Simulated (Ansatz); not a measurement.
# ZrS2: stationary points along a deformation path

Computed with Ansatz 0.2.0, DFT PBE+D3(BJ), scalar-relativistic, plane waves, PAW. The runs took a 420 eV cutoff, a Γ-centred 12×12×6 mesh and Gaussian smearing (0.05 eV). No spin polarisation. Energies are free energies at this smearing, counted from the undisturbed cell; pressure is positive in compression.

Reference structure (as given, not relaxed at this level; it stands at 0.3 GPa):

```
CELL_PARAMETERS angstrom
3.63000 0.00000 0.00000
-1.81500 3.14367 0.00000
0.00000 0.00000 5.85000
ATOMIC_POSITIONS crystal
Zr 0.00000 0.00000 0.00000
S 0.33333 0.66667 0.24920
S 0.66667 0.33333 0.75080
```

At fixed volume and fractional coordinates, lengths along (0.000, 0.000, 1.000) are scaled against those across it; ρ is that ratio over its starting value. V = 22.252 Å³/atom. Δσ is the stress along the axis less the mean stress across it (compression positive).

```
    ρ  ΔE (meV/atom)  Δσ (GPa) space group
0.800          134.1     12.44        P-3m1
0.850           72.1      9.58        P-3m1
0.920           17.8      5.08        P-3m1
0.960            3.2      2.29        P-3m1
1.000            0.0     -0.65        P-3m1
1.050           11.5     -4.54        P-3m1
1.100           39.8     -8.68        P-3m1
1.200          143.2    -16.89        P-3m1
1.300          292.6    -23.80        P-3m1
```

Task: How does the stress give the slope of the energy, and where is the energy stationary?

Result: Along the path d ln(length) is 2/3 d ln ρ on the axis and −1/3 d ln ρ across it, so dE/d ln ρ = −(2/3) V Δσ: the energy falls with ρ where Δσ is positive. Δσ vanishes or changes sign between ρ = 0.960 and 1.000, a minimum (near 0.99 by linear interpolation). Pairs of stationary points between two samples would go unseen, and could change a minimum read from distant neighbours into a maximum.

Task: Integrate that slope from ρ = 1 to 1.200 by the trapezoid rule.

Result: With V/N in Å³ and 1 eV/Å³ = 160.2 GPa the slopes at ρ = 1.000, 1.050, 1.100, 1.200 are 60, 420, 804, 1564 meV/atom per unit of ln ρ. The steps add 11.7 + 28.5 + 103.0 = 143.2 meV/atom, against 143.2 from the energies; the trapezoid rule misses the curvature of the slope within each step.

Forces appear on the atoms along this scan, and letting them relax would lower the energy and soften the response. The gap closes along the scan, which can put kinks into the curve.

Cost: 9 runs of about 1.9 core-minutes in all, on AMD EPYC (Zen 3) (shared hosts).